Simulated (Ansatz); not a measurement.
Sb, DFT, PBE, all-electron LAPW, scalar-relativistic (Ansatz 0.2.0), run on 1 thread of Arm Neoverse V1 on a shared host.

Structure: COD 9009654, as refined from experiment and not relaxed. The listed cell was then made from it by scaling, straining or moving an atom.

Command: `ansatz run input.yaml --threads 1 --pin off --max-ram 2048MiB --backend cpu --events-out ev --progress --plain --runs-dir out`

```yaml
crystal:
  lattice:
    - [2.150600332, 1.2416496806, 3.744]
    - [-2.150600332, 1.2416496806, 3.744]
    - [0.0, -2.4832993611, 3.744]
  atoms:
    - { symbol: Sb, position: [0.23364, 0.23364, 0.23364] }
    - { symbol: Sb, position: [0.7795167234, 0.7660934947, 0.761180252] }
kpoints:
  mp_grid: { grid: [9, 9, 9] }
scf:
  occupations: { method: fermi_dirac, width: 0.05 }
hamiltonian:
  xc: pbe
  pseudopotentials: { kind: all_electron, lapw: { basis_error: 0.0005 } }
output:
  forces: true
  stress: true
  eigenvalues: true
```

Question: How large is the problem that the program sets up?

Answer: 365 irreducible k-points, 549 plane waves at Γ, 28 bands.

Question: About how long does it take?

Answer: 2.3 min of wall time for 9 SCF iterations. Times on shared machines scatter by tens of per cent.

Question: And the same cell and mesh by PAW with the default files, asked for forces, stress, eigenvalues, efg, on the same hardware?

Answer: 23 s.

Question: And the same cell and mesh by all-electron PAW (datasets made for this crystal), asked for forces, stress, eigenvalues, efg, on the same hardware?

Answer: 21 s.
